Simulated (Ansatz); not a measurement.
CdF₂: energy along a strain

CdF₂, Fm-3m, a = 5.388 Å (as given, not relaxed at this level: -0.2 GPa). Ansatz: PBEsol, PAW, 420 eV, Γ-centred 8×8×8 mesh on 3 atoms, Gaussian smearing 0.05 eV; no spin polarisation. Cell vectors (Å): 0.000 2.694 2.694; 2.694 0.000 2.694; 2.694 2.694 0.000. The cell is strained by x per cent times the pattern (1 -1 0 0 0 0) in the order xx yy zz yz xz xy (engineering shears), with fractional coordinates held. y is the free energy over the start, V0 = 13.035 Å³/atom. Symmetry makes y even in x.

| x (%) | y (meV/atom) |
| --- | --- |
| -4.00 | 14.56 |
| -2.00 | 3.58 |
| 0.00 | 0.00 |
| 0.50 | 0.22 |
| 1.00 | 0.89 |
| 1.50 | 2.01 |
| 2.50 | 5.64 |
| 3.00 | 8.16 |
| 3.50 | ? |

Task: Fit y = c2 x² + c4 x⁴ to the other rows, get the stiffness along the pattern, and predict the missing energy.

Result: Least squares on the rows shown. y = 0.8966 x² + 0.0008558 x⁴. The clamped-ion stiffness p·C·p = 2 × 8.966 eV × 160.2 / 13.035 Å³ = 220 GPa. At x = 3.50 the fit asked for gives 11.11 meV/atom. The run gave 11.11 meV/atom, the same to the digits shown.